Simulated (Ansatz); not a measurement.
## Two Ansatz runs on Ca

The structure comes from a relaxation in the same program, started in the sc type. Whether it is a known phase or the ground state wasn't checked. The listed cell was then made from it by scaling, straining or moving an atom.

First run: DFT, PBE, PAW with Ansatz's default frozen-core files, scalar-relativistic (Ansatz 0.2.0).

Command: `ansatz run input.yaml --threads 1 --pin off --max-ram 2048MiB --backend cpu --events-out ev --progress --plain --runs-dir out` The run took 3.6 s on 1 thread of Arm Neoverse N1, on a shared host, peak memory 0.3 GiB.

```yaml
crystal:
  lattice:
    - [3.4604781773, 0.0, 0.0]
    - [0.0, 3.4604781773, 0.0]
    - [0.0, 0.0, 3.4604781773]
  atoms:
    - { symbol: Ca, position: [0.0, 0.0, 0.0] }
kpoints:
  mp_grid: { grid: [13, 13, 13] }
scf:
  occupations: { method: fermi_dirac, width: 0.05 }
hamiltonian:
  xc: pbe
  pseudopotentials: { kind: paw }
output:
  forces: true
  stress: true
  eigenvalues: true
  efg: { contact_densities: true }
```

Result: converged; pressure 0.62 GPa; no gap on the k mesh; 6 SCF iterations.

The input is then changed:

```diff
@@ -5,9 +5,9 @@
     - [0.0, 0.0, 3.4604781773]
   atoms:
-    - { symbol: Ca, position: [0.0, 0.0, 0.0] }
+    - { symbol: Ca, position: [0.0, 0.0, 0.0], spin: 2.0 }
 kpoints:
-  mp_grid: { grid: [13, 13, 13] }
+  mp_grid: { grid: [13, 13, 13], shift: [0.5, 0.5, 0.5] }
 scf:
-  occupations: { method: fermi_dirac, width: 0.05 }
+  occupations: { method: cold, width: 0.2 }
 hamiltonian:
   xc: pbe
@@ -18,3 +18,5 @@
   eigenvalues: true
   efg: { contact_densities: true }
+magnetization:
+  spin_polarized: true
```

**Question.** Predict the outcome of the changed run.

**Answer.** It converged; pressure 0.50 GPa; moment 0.00 μB; 14 SCF iterations. Some of these settings are too coarse for converged properties.

The results part of its log:

```
SCF 1 converged in 14 iterations: F = -1816.462692 eV  dr2 = 1.55e-12
  greatest PAW one-centre occupation: 0.996 electrons in one spin orbital (limit 2), on the Ca atom at site 0 (counted from 0), in its partial waves of l = 0
WARN: the starting moments were not kept: the SCF closed with an absolute magnetisation of 3.0e-6 μB, where they sum to 2 μB in size (1 site). That is at most 0.1 of that sum. Measured as dr2_m measures the in/out step, that magnetisation stands 8.8e-13 eV from none, at or under the dr2_threshold of 1.0e-7 eV: it is no larger than a step whose dr2_m would equal this threshold. The system may hold no moment; this SCF shows only that its start led to no more than that. To try another start: raise the starting moments (crystal.atoms[].spin, magnetization.per_species, magnetization.initial_magnetization, or on a non-collinear deck that types none of these the spinor_matrix: blocks that start its atoms; where the total moment is fixed, keep their sum and leave initial_magnetization as it is; typed ones take the place of any that the run laid by itself, positive ones on a crystal's lanthanoids without a Hubbard term where scf.initial_density.shell_occupations: [] is typed) or, if the notice of its spin-set hold's release reads "site moments contracting" or "site moments show no strong build", lengthen the hold (scf.mixing.spin_hold: { on: { confirm: 4 } }; for m-r²SCAN on two components see the key's manual first). Each may lead to a state that holds a moment. A second SCF, from the converged charge density, with the starting moments and any scf.initial_density.shell_occupations laid on it anew, would have followed, and was not run: the deck does not ask for one (magnetization.retry_lost_moments is false, the default). To let it run, set magnetization.retry_lost_moments: true and run the deck again, where that key's refused combinations let it; where memory then withholds it, that run's warning says so.
this state was not tested for a lower state beside it, because cold or Methfessel-Paxton smearing, or corrected tetrahedra, fill the levels in a way that the test cannot read (fill_not_monotonic; see scf.lower_state_search)
SCF converged after 14 iterations
Magnetization: 0.0000 μB (5.0000 up, 5.0000 down)
Absolute magnetization: 0.0000 μB (∫|ρ↑−ρ↓|, with the PAW one-centre terms)
Spin contamination: 0.0000 ħ² per cell (⟨S²⟩ above its minimum at these occupations)
Per-site moments (μB) at R_I (Å): [(-2.8787699257918234e-7, 1.4274472481362501)]
Free energy (F): -1816.462692 eV
Harris-Foulkes:  -1816.462692 eV  (|F-HF|=2.68e-11)
Internal energy: -1816.464951 eV  (E = F + TS)
E sigma→0 (E₀):  -1816.463445 eV
Entropy (-TS):   0.002260 eV (2.260 meV/atom)
Fermi energy:    4.984269 eV
--- Per-component energies (eV) ---
  E_band       = -175.630989
  E_kinetic    = 276.236503
  E_local      = -862.146291  (includes V_loc(G=0)·N_el)
  E_nonlocal   = 63.839544
  E_hartree    = 290.280768
  E_xc         = -136.051939
  E_vxc        = -169.600355  (∫ρ·V_xc dr)
  E_paw        = -858.299364  (= ΣΔE_a)
  E_vpaw       = -64.521959  (= ΣTr[D̂ρ^β])
  E_aug_tail   = -0.000006  (compensation charges beyond the density's cutoff)
  E_ewald      = -590.324165
  E_smearing   = 0.002260  (= −TS)
  E_closure    = 0.000000  (closes the sum)
  Σ components = -1816.462692   (vs F -1816.462692, Δ=0.00e0)
--- Forces (eV/Å), atoms counted from 1 ---
  atom   1  Ca    -0.00000000     0.00000000     0.00000000
  max |Σ_I F_I| component: 1.03e-32 eV/Å
--- Stress (GPa, compression-positive) ---
        0.502133       0.000000      -0.000000
       -0.000000       0.502133       0.000000
        0.000000       0.000000       0.502133
  P = ⅓ Tr σ = 0.5021 GPa (5.021 kbar)
--- PAW observables at the nuclei: V_zz in 10²¹ V/m², potentials from the cell's mean, atoms counted from 1 ---
  atom   1  Ca V_zz =    -0.000000   η = 0.0000   by run symmetry: forbidden
            electrostatic potential = -2209.479793 V   contact ρ = 41260.400871 e/Å³   contact ρ_s (e/Å³): all electrons -0.000035, valence -0.000034
--- Band table (eV; the first three rows and the last of 168) ---
  k-point 0 ↑: bands = ["-37.1669", "-18.0495", "-18.0490", "-18.0490", "1.1455", "5.8278", "5.8278", "9.1266", "9.1522", "9.1522"]
  k-point 1 ↑: bands = ["-37.1645", "-18.0765", "-18.0470", "-18.0466", "1.3170", "5.8802", "5.8823", "8.9401", "8.9622", "9.1626"]
  k-point 2 ↑: bands = ["-37.1602", "-18.1246", "-18.0429", "-18.0425", "1.6498", "5.9313", "5.9764", "8.6481", "8.6661", "9.1866"]
  k-point 83 ↓: bands = ["-37.1044", "-18.2266", "-18.2266", "-18.2266", "5.6440", "5.6440", "5.6440", "9.9860", "9.9860", "10.7102"]
```
